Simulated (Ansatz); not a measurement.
Te2Pt (Moncheite):

```
Pt Te
1.0
     4.01000    0.00000    0.00000
    -2.00500    3.47276    0.00000
     0.00000    0.00000    5.20100
Pt Te
1 2
Direct
  0.00000 0.00000 0.00000
  0.66667 0.33333 0.75000
  0.33333 0.66667 0.25000
```

```yaml
Program: Ansatz 0.2.0
Task: relaxation of cell and atoms
Functional: BLYP
Dispersion: D4
Potentials_or_basis: Ansatz PAW
Cutoff: "420 eV (not typed: the program's choice for these potentials)"
k_mesh: 8 × 8 × 5
Occupations: fermi-dirac, width 0.05 eV
Spin: no spin polarisation
```

At the start: volume 24.14 Å³/atom.

**Question.** How do energy, volume and symmetry change on relaxing?

**Answer.** It ends after 6 steps and the volume is 24.94 Å³/atom (+3.3 %); space group P-3m1 (No. 164, to 0.05 Å).

Step by step:
| step | energy change (eV) | largest force (eV/Å) | volume (Å³) |
| --- | --- | --- | --- |
| 1 | 0.0000 | 1.4675 | 72.43 |
| 2 | -0.0469 | 1.1075 | 76.53 |
| 3 | -0.1843 | 0.1270 | 75.78 |
| 4 | -0.1911 | 0.0252 | 74.60 |
| 5 | -0.1913 | 0.0014 | 74.83 |
| 6 | -0.1919 | 0.0013 | 74.83 |

Final structure:
```xyz
3
Lattice="4.0778 0.0000 0.0000 -2.0389 3.5315 0.0000 0.0000 0.0000 5.1966" Properties=species:S:1:pos:R:3 pbc="T T T"
Pt    0.0000    0.0000    0.0000
Te    2.0389    1.1772    3.8032
Te    0.0000    2.3543    1.3934
```

Caveat: the plane-wave basis is chosen anew once the cell has moved, so the energies of steps on either side of that aren't comparable; pairwise dispersion overbinds metals, which lowers pressure and volume; the PAW data sets come from PBE, with cores solved anew for the run's functional, which leaves a small shift of forces and pressure.
